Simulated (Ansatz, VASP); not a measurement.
Two plane-wave programs on Sn

INCAR

```
PREC = Accurate
ENCUT = 520
EDIFF = 1E-6
ISMEAR = 0
SIGMA = 0.15
LREAL = False
LASPH = True
NELM = 60
ALGO = Fast
ISIF = 2
LWAVE = False
LCHARG = True
GGA = PS
LELF = True
LVHAR = True
NBANDS = 13
```

File KPOINTS:

```
regular mesh
0
Gamma
  18 18 18
```

Contents of POSCAR:

```
Sn
1.0
   -1.8946518192      1.8946518192      1.7051866373
    1.8946518192     -1.8946518192      1.7051866373
    1.8946518192      1.8946518192     -1.7051866373
Sn
1
Direct
    0.0000000000      0.0000000000      0.0000000000
```

Input for Ansatz:

```yaml
crystal:
  lattice:
    - [-1.8946518192, 1.8946518192, 1.7051866373]
    - [1.8946518192, -1.8946518192, 1.7051866373]
    - [1.8946518192, 1.8946518192, -1.7051866373]
  atoms:
    - { symbol: Sn, position: [0.0, 0.0, 0.0] }
basis:
  ecutwfc: 420
kpoints:
  mp_grid: { grid: [18, 18, 18] }
hamiltonian:
  xc: pbesol
scf:
  occupations: { method: gaussian, width: 0.15 }
output:
  forces: true
  stress: true
  eigenvalues: true
```

Change from the starting cell: strain -0.1000 x Voigt [0, 0, 1, 0, 0, 0], atoms carried along.

Alike in both runs: task single point; functional PBEsol; k mesh 18 × 18 × 18; occupations gaussian, width 0.15 eV; no spin polarisation.

|  | VASP | Ansatz |
| --- | --- | --- |
| version | VASP 6.6.1 | Ansatz 0.2.0 |
| potentials or method | VASP PAW PBE potentials, release 64 (Sn_d) | scalar-relativistic, plane waves, PAW |
| plane-wave cutoff (eV) | 520 | 420 |
| valence electrons in the cell | 14 | 14 |

```csv
,VASP,Ansatz,Ansatz less VASP
gap on the k mesh at the Fermi level (eV),none,none,-
pressure (GPa),4.5,4.5,+0.01
largest component of the traceless stress (GPa),0.05,0.05,-0.004
```

A gap of «none» marks a metal or a gap that the smearing closes.

Caveats: the PAW data sets were made with another functional, which shifts forces and pressure a little (VASP).
